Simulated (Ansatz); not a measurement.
The system is CuO.

```
CELL_PARAMETERS angstrom
3.17953 0.00000 0.00000
-1.58977 2.75356 0.00000
0.00000 0.00000 4.43149
ATOMIC_POSITIONS crystal
Cu 0.00000 0.00000 0.00000
Cu 0.00000 0.00000 0.50000
O 0.33333 0.66667 0.25000
O 0.66667 0.33333 0.75000
```

Measurements of this composition are mostly on another form, of space group No. 15.

```yaml
Program: Ansatz 0.2.0
Task: single point
Functional: PBE
Potentials_or_basis: Ansatz PAW
Cutoff: "420 eV (not typed: the program's choice for these potentials)"
k_mesh: 10 × 10 × 6
Occupations: fermi-dirac, width 0.05 eV
Spin: no spin polarisation
```

On this cell: pressure 6.2 GPa; largest force under 0.003 eV/Å; band gap on the k mesh none (metal or under the smearing width).

The same run follows on a disturbed copy (atoms moved at random, drawn with an rms of 0.05 Å):

```xyz
4
Lattice="3.1795 0.0000 0.0000 -1.5898 2.7536 0.0000 0.0000 0.0000 4.4315" Properties=species:S:1:pos:R:3 pbc="T T T"
Cu    0.0241    0.0373    0.0194
Cu   -0.0574   -0.0140    2.1883
O     0.0077    1.8196    1.1089
O     1.5719    0.8755    3.3053
```

Problem. What does the disturbed cell give?

Solution. The energy (extrapolated to zero smearing) moves by +7.5 meV/atom; pressure 6.7 GPa; largest force 1.061 eV/Å; band gap on the k mesh none (metal or under the smearing width).

Forces in eV/Å, atoms in the order of the input:
```
Cu   0.112 -0.118 -1.049
Cu   0.003 -0.200  1.042
O   -0.085  0.149 -0.060
O   -0.031  0.169  0.067
```

Stress tensor (GPa, compression positive):
```
-9.42 -0.33 -0.39
-0.33 -8.31 -0.02
-0.39 -0.02 37.88
```

Caveats: the run has no spin polarisation, though such a crystal can be magnetic; semilocal functionals often make such compounds metallic where correlation or magnetic order opens a gap, which also shifts bond lengths.
